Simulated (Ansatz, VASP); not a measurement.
## One calculation of Al, two programs

```xyz
1
Lattice="-1.5912 1.5912 1.5912 1.5912 -1.5912 1.5912 1.5912 1.5912 -1.5912" Properties=species:S:1:pos:R:3 pbc="T T T"
Al    0.0000    0.0000    0.0000
```

Alike in both runs: task single point; functional PBEsol; k mesh 18 × 18 × 18; occupations gaussian, width 0.1 eV; no spin polarisation.

|  | VASP | Ansatz |
| --- | --- | --- |
| version | VASP 6.6.1 | Ansatz 0.2.0 |
| potentials or method | VASP PAW PBE potentials, release 64 (Al) | scalar-relativistic, plane waves, PAW |
| plane-wave cutoff (eV) | 520 | 420 |
| valence electrons in the cell | 3 | 3 |

```tsv
	VASP	Ansatz	Ansatz less VASP
gap on the k mesh at the Fermi level (eV)	none	none	-
pressure (GPa)	2.3	2.3	-0.07
```

A gap of «none» marks a metal or a gap that the smearing closes.

Caveats: the PAW data sets were made with another functional, which shifts forces and pressure a little (VASP).
